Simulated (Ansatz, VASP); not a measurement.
Ni in VASP and in Ansatz

```
CELL_PARAMETERS angstrom
-1.40192 1.40192 1.40192
1.40192 -1.40192 1.40192
1.40192 1.40192 -1.40192
ATOMIC_POSITIONS crystal
Ni 0.00000 0.00000 0.00000
```

Change from the starting cell: volume scaled by 1.04.

Alike in both runs: task single point; functional PBE; k mesh 13 × 13 × 13; occupations fermi-dirac, width 0.05 eV; collinear spin.

```csv
,VASP,Ansatz
version,VASP 6.6.1,Ansatz 0.2.0
potentials or method,"VASP PAW PBE potentials, release 64 (Ni), cutoff 520 eV","all-electron LAPW, scalar-relativistic"
```

```csv
,VASP,Ansatz,Ansatz less VASP
gap on the k mesh at the Fermi level (eV),none,none,-
pressure (GPa),-0.4,-0.4,+0.02
net moment per atom (μB),0.59,0.61,+0.014
size of the moment on the site where the two differ most (μB),0.60,0.63,+0.029
```

Site moments also hang on the region over which each program counts them. A gap of «none» marks a metal or a gap that the smearing closes. Ansatz ran all-electron here, so the differences hold the error of VASP's frozen core and of both bases.
